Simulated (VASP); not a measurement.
Set up this calculation in VASP 6.6.1, as the native input.

- Task: single point
- Functional: LDA
- Potentials or basis: VASP PAW LDA potentials, release 64 (Tl_d)
- Cutoff: 520 eV
- k mesh: 17 × 17 × 10
- Occupations: fermi-dirac, width 0.1 eV
- Spin: no spin polarisation
- Dipole correction: no
- Further INCAR settings: ALGO = Fast; EDIFF = 1e-06; NBANDS = 20

The structure of Tl lies in POSCAR:

```
Tl
1.0
    3.4014029942      0.0000000000      0.0000000000
   -1.7007014971      2.9457014015      0.0000000000
    0.0000000000      0.0000000000      5.4430040906
Tl
2
Direct
    0.3333333333      0.6666666667      0.2500000000
    0.6666666667      0.3333333333      0.7500000000
```

One way to write it, as run:

INCAR

```
SYSTEM = Tl
PREC     = Accurate       ! precision mode
ENCUT    = 520            ! plane-wave cutoff, eV
EDIFF    = 1E-6           ! SCF threshold, eV
ISMEAR   = -1             ! smearing method
SIGMA    = 0.1            ! smearing width, eV
LREAL    = .False.        ! projectors in reciprocal space
LASPH    = .True.         ! aspherical terms in the spheres
NELM     = 100            ! most SCF steps
ALGO     = Fast           ! electronic algorithm
ISIF     = 2              ! what is computed and relaxed
LWAVE    = .False.        ! write WAVECAR
LCHARG   = .True.         ! write CHGCAR
LELF     = .True.         ! ELF
LVHAR    = .True.       
NBANDS   = 20             ! bands
```

KPOINTS

```
regular mesh
0
Gamma
  17 17 10
  0 0 0
```

Potentials or basis: VASP PAW LDA potentials, release 64 (Tl_d).

Run with:

```sh
$ cat potpaw_LDA.64/Tl_d/POTCAR > POTCAR
$ mpirun -np 1 vasp_std > vasp.out
```

Results of the run:

```yaml
Pressure: 0.1 GPa
Band_gap_on_the_k_mesh: none (metal or under the smearing width)
```

Run time: 110 s on 1 thread of Intel(R) Xeon(R) 6975P-C (Granite Rapids) (shared host), peak memory 0.27 GiB.
